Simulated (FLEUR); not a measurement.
The system is BN.

```
CELL_PARAMETERS angstrom
2.49824 0.00000 0.00000
-1.24912 2.16354 0.00000
0.00000 0.00000 6.63570
ATOMIC_POSITIONS crystal
N 0.66667 0.33333 0.25000
N 0.33333 0.66667 0.75000
B 0.66667 0.33333 0.75000
B 0.33333 0.66667 0.25000
```

Base run:

| Property | Result |
| --- | --- |
| Program | FLEUR MaX-R8.1 (later development tree) |
| Functional | PBEsol |
| Potentials or basis | all-electron |
| Basis | FLAPW |
| Kmax | 5.71 1/bohr |
| k mesh | 12 × 12 × 4 |
| Occupations | fermi-dirac, width 0.05 eV |
| Spin | no spin polarisation |

Its results: band gap on the k mesh 4.18 eV, indirect (least direct gap 4.60 eV).

Q: The run is repeated on the same cell with these changes: functional from PBEsol to r2SCAN. What comes out?

A: Band gap on the k mesh 4.86 eV, indirect (least direct gap 5.30 eV).

r2SCAN gives the wider gap, since meta-GGAs in the generalised Kohn-Sham scheme recover part of the derivative discontinuity.

Caveats: the meta-GGA is that of a development version, with a GGA for the radial functions and cores and without core tails (some runs).

A k mesh can miss the band edges.

Not every run made on this cell is shown here.
